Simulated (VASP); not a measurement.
# PbSe in VASP: how settings move the PBEsol single point

The PBEsol single point of PbSe in the zincblende structure is repeated with altered inputs. Which of them can be trusted? This is a trial cell built on a prototype, not taken from a measured structure, and it needn't be the compound's ground state.

Code: VASP 6.6.1. PAW datasets, plane waves. No spin polarisation. The prototype was imposed, so other structures may be more stable.

### 1 Starting point

The cell comes from an earlier relaxation with r2SCAN in another program.

It is cubic, F-43m (No. 216); a = 6.846 Å in the conventional setting, 40.11 Å³ an atom. Near Pb stand 4 Se at 2.96 Å; near Se stand 4 Pb at 2.96 Å.

The structure in full:

```cif
data_structure
_symmetry_space_group_name_H-M 'P 1'
_symmetry_Int_Tables_number 1
_cell_length_a 4.8411
_cell_length_b 4.8411
_cell_length_c 4.8411
_cell_angle_alpha 60.000
_cell_angle_beta 60.000
_cell_angle_gamma 60.000
_cell_volume 80.23
loop_
_atom_site_label
_atom_site_type_symbol
_atom_site_fract_x
_atom_site_fract_y
_atom_site_fract_z
_atom_site_occupancy
Pb1 Pb 0.00000 0.00000 0.00000 1
Se1 Se 0.25000 0.25000 0.25000 1
```

### 2 The reference run

INCAR reads:

```
ENCUT = 520.000000
SIGMA = 0.010000
EDIFF = 1.00e-07
GGA = PS
PREC = Accurate
IBRION = -1
ISIF = 2
ISMEAR = 0
NBANDS = 17
NELM = 120
NSW = 0
LASPH = .TRUE.
LCHARG = .TRUE.
LELF = .TRUE.
LWAVE = .FALSE.
LREAL = .FALSE.
```

KPOINTS reads:

```
KPOINTS created by Atomic Simulation Environment
0
Gamma
6 6 6
0 0 0
```

POSCAR reads:

```
Pb Se
 1.0000000000000000
     0.0000000000000000    3.4232041300268978    3.4232041300268978
     3.4232041300268978   -0.0000000000000000    3.4232041300268978
     3.4232041300268978    3.4232041300268978   -0.0000000000000000
 Pb  Se
   1   1
Cartesian
 -0.0000000000000000 -0.0000000000000000  0.0000000000000000
  1.7116020650134487  1.7116020650134487  1.7116020650134487
```

A file KPOINTS_OPT adds named points for the levels; it doesn't enter the self-consistent loop.

Potentials: the recommended PBE PAW datasets, 20 valence electrons.

Run with:

```console
$ mpirun -np 1 vasp_std
```

### 3 Try 1

INCAR reads:

```
ENCUT = 520.000000
SIGMA = 0.010000
EDIFF = 1.00e-07
PREC = Accurate
IBRION = -1
ISIF = 2
ISMEAR = 0
NBANDS = 17
NSW = 0
LASPH = .TRUE.
LCHARG = .FALSE.
LWAVE = .FALSE.
LREAL = .FALSE.
METAGGA = SCAN
NELM = 76
```

KPOINTS is that of step 2.

POSCAR is that of step 2.

### 4 Try 2

INCAR: that of step 2 with these lines changed.

```diff
@@ -12,4 +12,3 @@
 LASPH = .TRUE.
-LCHARG = .TRUE.
-LELF = .TRUE.
+LCHARG = .FALSE.
 LWAVE = .FALSE.
```

KPOINTS reads:

```
KPOINTS created by Atomic Simulation Environment
0
Gamma
8 8 8
0 0 0
```

POSCAR is that of step 2.

### 5 Try 3

INCAR reads:

```
ENCUT = 520.000000
SIGMA = 0.010000
EDIFF = 1.00e-07
GGA = PS
PREC = Accurate
IBRION = -1
ISIF = 2
ISMEAR = 0
NBANDS = 17
NSW = 0
LASPH = .TRUE.
LCHARG = .FALSE.
LWAVE = .FALSE.
LREAL = .FALSE.
ALGO = All
LMAXMIX = 6
NELM = 72
```

KPOINTS is that of step 2.

POSCAR is that of step 2.

Before running it: what results should come out? Wanted: for each run, changed; ending; energy change; pressure; electronic steps; usable.

**Answer**, as computed:

| run | changed | ending | energy change (meV/atom) | pressure (GPa) | gap on the mesh (eV; negative: overlap) | electronic steps | time | usable |
| --- | --- | --- | --- | --- | --- | --- | --- | --- |
| ref. | – | converged | 0 | -0.9 | 0.68 | 15 | 11 s | yes |
| 1 | METAGGA = SCAN, NELM = 76 | converged | – | -0.4 | 0.84 | 18 | 41 s | yes |
| 2 | mesh 8×8×8 | converged | 0.0 | -0.9 | 0.54 | 15 | 15 s | yes |
| 3 | ALGO = All, LMAXMIX = 6, NELM = 72 | converged | 0.0 | -0.9 | 0.68 | 20 | 15 s | yes |

What this shows: Of 3 altered inputs, 3 gave usable results.
